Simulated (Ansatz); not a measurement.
BeTe:

```
Te Be
1.0
     0.00000    2.77000    2.77000
     2.77000    0.00000    2.77000
     2.77000    2.77000    0.00000
Te Be
1 1
Cartesian
  4.1550 4.1550 4.1550
  0.0000 0.0000 0.0000
```

- Program: Ansatz 0.2.0
- Task: relaxation of cell and atoms
- Functional: RPBE
- Dispersion: D3(BJ)
- Potentials or basis: Ansatz PAW
- Cutoff: 420 eV (not typed: the program's choice for these potentials)
- k mesh: 8 × 8 × 8
- Occupations: fermi-dirac, width 0.05 eV
- Spin: no spin polarisation

At the start: volume 21.25 Å³/atom.

Problem. Where does the relaxation end?

Solution. It ends after 5 steps and the volume is 18.81 Å³/atom (-11.5 %); space group F-43m (No. 216, to 0.05 Å).

Step by step:
| step | energy change (eV) | largest force (eV/Å) | volume (Å³) |
| --- | --- | --- | --- |
| 1 | 0.0000 | 0.0000 | 42.51 |
| 2 | -0.1161 | 0.0000 | 36.54 |
| 3 | -0.1230 | 0.0000 | 37.81 |
| 4 | -0.1233 | 0.0000 | 37.61 |
| 5 | -0.1226 | 0.0000 | 37.61 |

Final structure:
```
CELL_PARAMETERS angstrom
0.00000 2.65936 2.65936
2.65936 0.00000 2.65936
2.65936 2.65936 0.00000
ATOMIC_POSITIONS crystal
Te 0.75000 0.75000 0.75000
Be 0.00000 0.00000 0.00000
```

Caveat: the plane-wave basis is chosen anew once the cell has moved, so the energies of steps on either side of that aren't comparable; the volume moved by -12 % from the deposited cell, more than functionals usually miss; the PAW data sets come from PBE, with cores solved anew for the run's functional, which leaves a small shift of forces and pressure.
